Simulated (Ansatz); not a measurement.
**Al₂Cu: energy over two strains, part 1 of 2**

How does the energy of Al2Cu (Fm-3m, No. 225; 3 atoms in the cell) change over two coordinates at once? A grid of runs gives the map.

Method: DFT LDA, scalar-relativistic, plane waves, PAW, in Ansatz 0.2.0.

1 further run of the same task is left out (set aside as unsound or not needed). Runs told in other sessions of the task aren't counted.

### Step 1. Starting point

Symmetry: Fm-3m, No. 225, cubic system. The conventional cell has a = 5.670 Å, b = 5.670 Å, c = 5.670 Å, α = 90.00°, β = 90.00°, γ = 90.00°. Al (site symmetry -43m) is surrounded by 4 Cu at 2.46 Å. Cu (site symmetry m-3m) has 8 Al at 2.46 Å in its first shell of neighbours.

Coordinates:

```xyz
3
Lattice="-2.0047 2.0047 2.8351 2.0047 -2.0047 2.8351 2.0047 2.0047 -2.8351" Properties=species:S:1:pos:R:3 pbc="T T T"
Al    0.0000    2.0047    1.4176
Al    2.0047    0.0000    1.4176
Cu    0.0000    0.0000    2.8351
```

It goes back to an entry of the Materials Project, which need not be the stable form.

It is the result of an earlier relaxation at this level (volume 15.19 Å³/atom; gap on the mesh: none (metal)).

### Step 2. Reference cell

Contents of input.yaml:

```yaml
crystal:
  lattice:
    - [-2.004669332, 2.004669332, 2.8351068677]
    - [2.004669332, -2.004669332, 2.8351068677]
    - [2.004669332, 2.004669332, -2.8351068677]
  atoms:
    - { symbol: Al, position: [0.75, 0.25, 0.5] }
    - { symbol: Al, position: [0.25, 0.75, 0.5] }
    - { symbol: Cu, position: [0.5, 0.5, 0.0] }
basis:
  ecutwfc: 520.0
kpoints:
  mp_grid: { grid: [14, 14, 14] }
hamiltonian:
  xc: lda
  pseudopotentials: { kind: paw, azcp: { folder: soft_1 } }
scf:
  occupations: { method: gaussian, width: 0.15 }
output:
  forces: true
  stress: true
  eigenvalues: true
  write_density: true
  write_potential: true
  elf: true
  volumetric_format: npy
```

Command:

```console
$ ansatz run input.yaml --threads 2 --pin off --max-ram 4096MiB --backend cpu --events-out ev --progress --plain --runs-dir out
```

The log of the run, shortened:

```text
[...]
SCF converged after 9 iterations
Free energy (F): -7582.119975 eV
[...]
E sigma→0 (E₀):  -7582.114802 eV
Entropy (-TS):   -0.010346 eV (-3.449 meV/atom)
Fermi energy:    9.463626 eV
[...]
--- Forces (eV/Å), atoms counted from 1 ---
  atom   1  Al     0.00000000     0.00000000     0.00000000
  atom   2  Al     0.00000000     0.00000000     0.00000000
  atom   3  Cu    -0.00000000     0.00000000     0.00000000
[...]
--- Stress (GPa, compression-positive) ---
        0.011965      -0.000000       0.000000
       -0.000000       0.011965      -0.000000
        0.000000       0.000000       0.009128
  P = ⅓ Tr σ = 0.0110 GPa (0.110 kbar)
--- Band table (eV; the first three rows and the last of 244) ---
  k-point 0: bands = ["-103.7138", "-61.5071", "-61.5071", "-61.5071", "-1.0198", "4.6947", "4.6947", "4.6947", "5.2915", "5.2916", "12.3593", "12.3595", "12.3595", "12.5346", "12.5346", "12.5349", "13.9793"]
[...]
```

Run time: 18 s. Hardware: 2 threads of Arm Neoverse N1, shared host; peak memory 0.47 GiB.

Axes a, b and c in the maps are those of this run's conventional cell (a, b, c = 5.670, 5.670, 5.670 Å).

Density in a lattice plane of the grid's cell (edges 5.67 and 5.67 Å, at 0.250 of the third edge), which holds Al.

Ten even steps from '0' (0.06 e/Å³) to '9' (0.23 e/Å³):
```
677899999877677899999877
778999999987778999999987
889975457998889975457998
999841014899899841014899
999730003799999730003799
999841014899899841014899
889975457998889975457998
778999999987778999999987
677899999877677899999877
667789998776667789998776
677899999877677899999877
778999999987778999999987
889975457998889975457998
899841014899999841014899
999730003799999730003799
899841014899999841014899
889975457998889975457998
778999999987778999999987
677899999877677899999877
667789998776667789998776
```
Columns run along the first of these edges and rows up along the second, over one cell in 24 and 20 even steps from the bottom left corner. Atoms in the plane (fractional): Al at (0.25, 0.75), Al at (0.75, 0.25), Al at (0.25, 0.25), Al at (0.75, 0.75).

ELF in the same plane.

Ten even steps from '0' (0.02) to '9' (0.64):
```
567899999876567899999876
778998889987778998889987
889853235898889853235898
999510001599999510001599
999401610499999401610499
999510001599999510001599
889853235898889853235898
778998889987778998889987
567899999876567899999876
556789998765556789998765
567899999876567899999876
778998889987778998889987
889853235898889853235898
999510001599999510001599
999401610499999401610499
999510001599999510001599
889853235898889853235898
778998889987778998889987
567899999876567899999876
556789998765556789998765
```
Columns run along the first of these edges and rows up along the second, over one cell in 24 and 20 even steps from the bottom left corner. Atoms in the plane (fractional): Al at (0.25, 0.75), Al at (0.75, 0.25), Al at (0.25, 0.25), Al at (0.75, 0.75).

Both are smooth fields of the valence electrons: close to the nuclei they are not physical.

Maxima of ELF outside the ion cores: 0.69 on the Al–Cu line, 0.9 Å from Al.

### Step 3. The grid

The energy is mapped over two homogeneous strains; x, y and z are the crystal's own axes (z along the conventional c), which in the input's Cartesian frame point along (0.71, -0.71, 0.00), (0.71, 0.71, 0.00), (0.00, 0.00, 1.00).

First coordinate, strain +e along x and -e along y: 7 values from −4.00 %. Second coordinate, strain +e along z and -e/2 along x and y: 7 values from −7.00 %.

Nothing else is relaxed (symmetry fixes all fractional coordinates). Energies count from the relaxed crystal. Points are written as (first, second).

Of the runs on the grid, 6 are shown in the steps below; the others differ only in the two coordinates.

### Step 4. Point (0.00 %, −7.00 %)

input.yaml: that of step 2 with these lines changed.

```diff
@@ -2,5 +2,5 @@
   lattice:
-    - [-2.004669332, 2.004669332, 2.8351068677]
-    - [2.004669332, -2.004669332, 2.8351068677]
-    - [2.004669332, 2.004669332, -2.8351068677]
+    - [-2.0748327586, 2.0748327586, 2.636649387]
+    - [2.0748327586, -2.0748327586, 2.636649387]
+    - [2.0748327586, 2.0748327586, -2.636649387]
   atoms:
@@ -22,5 +22 @@
   eigenvalues: true
-  write_density: true
-  write_potential: true
-  elf: true
-  volumetric_format: npy
```

Command:

```console
$ ansatz run input.yaml --threads 2 --pin off --max-ram 4096MiB --backend cpu --events-out ev --progress --plain --runs-dir out
```

The log of the run, shortened:

```text
Warning: <dir> the record states the generating functional pbe (its physics header spells it `PBE`), which answers neither for hamiltonian.xc's functional nor for the lda family's — results may be inconsistent (PPs are generated against a specific XC)
[...]
Warning: RAYON_NUM_THREADS=2 ignored (pool sized by the plan → 2); use --threads N
[...]
Pseudopotentials: kind: paw
Pseudopotential: Al, paw, valence charge 3, recommended cutoff 420 eV (normal), <dir>
Pseudopotential: Cu, paw, valence charge 19, recommended cutoff 420 eV (normal), <dir>
Functional definition: SPW92
[...]
Crystal: 3 atoms, lattice volume = 45.402 Å³
Basis set: ecut = 520 eV, 1217 PW (Γ)
Bands: 17, of which v1, the nominal top of the filled ones, is band 13 counted from 1 (12 counted from 0)
Symmetry: 16 space group operations
Space group: I4/mmm (ITA 139), of the structure as read, at distance tolerance 3.6e-5 Å
k-points: 244 of 2744
[...]
SCF iter   1: F=—  HF=-7585.845156 eV  |F-HF|=—  |Δ(HF+E_count)|=         —  Δρ=3.49e-1  dr2=3.73e1  ethr=3.10e-3  ⟨swp⟩=5.3  Hψ=20637  notcnv=0
[...]
SCF iter   9: F=-7581.983913 eV  HF=-7581.983913 eV  |F-HF|=2.41e-8  |Δ(HF+E_count)|=   4.30e-8  Δρ=6.15e-6  dr2=3.35e-8  ethr=4.00e-10  ⟨swp⟩=6.1  Hψ=18868  notcnv=0
[...]
SCF converged after 9 iterations
Free energy (F): -7581.983913 eV
[...]
E sigma→0 (E₀):  -7581.978170 eV
Entropy (-TS):   -0.011484 eV (-3.828 meV/atom)
Fermi energy:    9.496400 eV
[...]
--- Forces (eV/Å), atoms counted from 1 ---
  atom   1  Al     0.00000000     0.00000000     0.00000000
  atom   2  Al     0.00000000     0.00000000     0.00000000
  atom   3  Cu    -0.00000000    -0.00000000     0.00000000
[...]
--- Stress (GPa, compression-positive) ---
       -3.365197       0.000000       0.000000
        0.000000      -3.365197       0.000000
        0.000000       0.000000      10.635757
  P = ⅓ Tr σ = 1.3018 GPa (13.018 kbar)
--- Band table (eV; the first three rows and the last of 244) ---
  k-point 0: bands = ["-103.6537", "-61.4656", "-61.4656", "-61.4116", "-1.0119", "4.6899", "4.8033", "4.8033", "5.2590", "5.4354", "11.8146", "12.1745", "12.1745", "12.9257", "13.0413", "13.0413", "14.1294"]
[...]
```

Run time: 16 s. Hardware: 2 threads of Arm Neoverse N1, shared host; peak memory 0.47 GiB.

That is 45.4 meV/atom from the zero.

### Step 5. Point (0.00 %, 7.00 %)

input.yaml: that of step 4 with these lines changed.

```diff
@@ -2,5 +2,5 @@
   lattice:
-    - [-2.0748327586, 2.0748327586, 2.636649387]
-    - [2.0748327586, -2.0748327586, 2.636649387]
-    - [2.0748327586, 2.0748327586, -2.636649387]
+    - [-1.9345059054, 1.9345059054, 3.0335643484]
+    - [1.9345059054, -1.9345059054, 3.0335643484]
+    - [1.9345059054, 1.9345059054, -3.0335643484]
   atoms:
@@ -22 +22,5 @@
   eigenvalues: true
+  write_density: true
+  write_potential: true
+  elf: true
+  volumetric_format: npy
```

Command:

```console
$ ansatz run input.yaml --threads 2 --pin off --max-ram 4096MiB --backend cpu --events-out ev --progress --plain --runs-dir out
```

The log of the run, shortened:

```text
Warning: <dir> the record states the generating functional pbe (its physics header spells it `PBE`), which answers neither for hamiltonian.xc's functional nor for the lda family's — results may be inconsistent (PPs are generated against a specific XC)
[...]
Warning: RAYON_NUM_THREADS=2 ignored (pool sized by the plan → 2); use --threads N
[...]
Pseudopotentials: kind: paw
Pseudopotential: Al, paw, valence charge 3, recommended cutoff 420 eV (normal), <dir>
Pseudopotential: Cu, paw, valence charge 19, recommended cutoff 420 eV (normal), <dir>
Functional definition: SPW92
[...]
Crystal: 3 atoms, lattice volume = 45.410 Å³
Basis set: ecut = 520 eV, 1243 PW (Γ)
Bands: 17, of which v1, the nominal top of the filled ones, is band 13 counted from 1 (12 counted from 0)
Symmetry: 16 space group operations
Space group: I4/mmm (ITA 139), of the structure as read, at distance tolerance 3.6e-5 Å
k-points: 244 of 2744
[...]
SCF iter   1: F=—  HF=-7585.881029 eV  |F-HF|=—  |Δ(HF+E_count)|=         —  Δρ=3.49e-1  dr2=3.71e1  ethr=3.10e-3  ⟨swp⟩=5.3  Hψ=20657  notcnv=0
[...]
SCF iter   9: F=-7582.021531 eV  HF=-7582.021532 eV  |F-HF|=2.58e-8  |Δ(HF+E_count)|=   3.22e-8  Δρ=7.26e-6  dr2=4.07e-8  ethr=4.00e-10  ⟨swp⟩=9.2  Hψ=27535  notcnv=0
[...]
SCF converged after 9 iterations
Free energy (F): -7582.021531 eV
[...]
E sigma→0 (E₀):  -7582.016909 eV
Entropy (-TS):   -0.009244 eV (-3.081 meV/atom)
Fermi energy:    9.498409 eV
[...]
--- Forces (eV/Å), atoms counted from 1 ---
  atom   1  Al    -0.00000000     0.00000000     0.00000000
  atom   2  Al     0.00000000     0.00000000    -0.00000000
  atom   3  Cu     0.00000000    -0.00000000     0.00000000
[...]
--- Stress (GPa, compression-positive) ---
        3.999857      -0.000000      -0.000000
       -0.000000       3.999857      -0.000000
       -0.000000      -0.000000      -5.437336
  P = ⅓ Tr σ = 0.8541 GPa (8.541 kbar)
--- Band table (eV; the first three rows and the last of 244) ---
  k-point 0: bands = ["-103.6650", "-61.4975", "-61.4388", "-61.4388", "-1.0154", "4.7239", "4.7239", "4.8224", "5.2486", "5.4330", "11.8054", "12.2306", "12.2306", "12.7101", "12.7101", "13.3950", "14.1190"]
[...]
```

Run time: 18 s. Hardware: 2 threads of Arm Neoverse N1, shared host; peak memory 0.47 GiB.

The maps below are laid out on this run's own conventional cell (a, b, c = 3.869, 3.869, 6.067 Å).

Density in a lattice plane of the grid's cell (edges 3.87 and 6.07 Å, at 0.000 of the third edge), which holds Al and Cu.

Values in e/Å³, 12 rows by 8 columns:
```
 0.04  0.06  0.10  0.17  0.21  0.17  0.10  0.06
 0.08  0.10  0.16  0.15  0.11  0.15  0.15  0.10
 0.16  0.18  0.22  0.11  0.05  0.11  0.22  0.18
 0.42  0.35  0.30  0.20  0.11  0.20  0.30  0.35
 9.35  2.24  0.38  0.25  0.21  0.25  0.38  2.25
65.94 11.10  0.46  0.22  0.19  0.22  0.46 11.10
 9.35  2.25  0.38  0.25  0.21  0.25  0.38  2.24
 0.42  0.35  0.30  0.20  0.11  0.20  0.30  0.35
 0.16  0.18  0.22  0.11  0.05  0.11  0.22  0.18
 0.08  0.10  0.15  0.15  0.11  0.15  0.16  0.10
 0.04  0.06  0.10  0.17  0.21  0.17  0.10  0.06
 0.03  0.05  0.09  0.15  0.19  0.15  0.09  0.05
```
Columns run along the first of these edges and rows up along the second, over one cell in 8 and 12 even steps from the bottom left corner. Atoms in the plane (fractional): Al at (0.50, 0.75), Al at (0.50, 0.25), Cu at (0.00, 0.50).

ELF in the same plane.

Ten even steps from ' ' (0.02) to '@' (0.82):
```
      ..::==++**##**++==::..    
    ..::--==++++**++++==--::..  
....::------::......::------::..
----==++++--    ..    --++++==--
====++****--  ::@@::  --****++==
----++**%%**::  ..  ::**%%**++--
::::--==##%%**--..--**%%##==--::
......::==####******####==::....
++--....::==**######**==::....--
@@##::..::==++******++==::..::##
++--....::==**######**==::....--
......::==####******####==::....
::::--==##%%**--..--**%%##==--::
----++**%%**::  ..  ::**%%**++--
====++****--  ::@@::  --****++==
----==++++--    ..    --++++==--
....::------::......::------::..
    ..::--==++++**++++==--::..  
      ..::==++**##**++==::..    
      ..::==++******++==::..    
```
Columns run along the first of these edges and rows up along the second, over one cell in 16 and 20 even steps from the bottom left corner. Atoms in the plane (fractional): Al at (0.50, 0.75), Al at (0.50, 0.25), Cu at (0.00, 0.50).

Both are smooth fields of the valence electrons: close to the nuclei they are not physical.

The highest ELF values outside the cores: 0.70 on the Al–Cu line, 1.0 Å from Al; 0.68 on the Al–Al line, 1.1 Å from Al.

Energy on the map's scale: 32.8 meV/atom.

(Continued in part 2 of 2.)
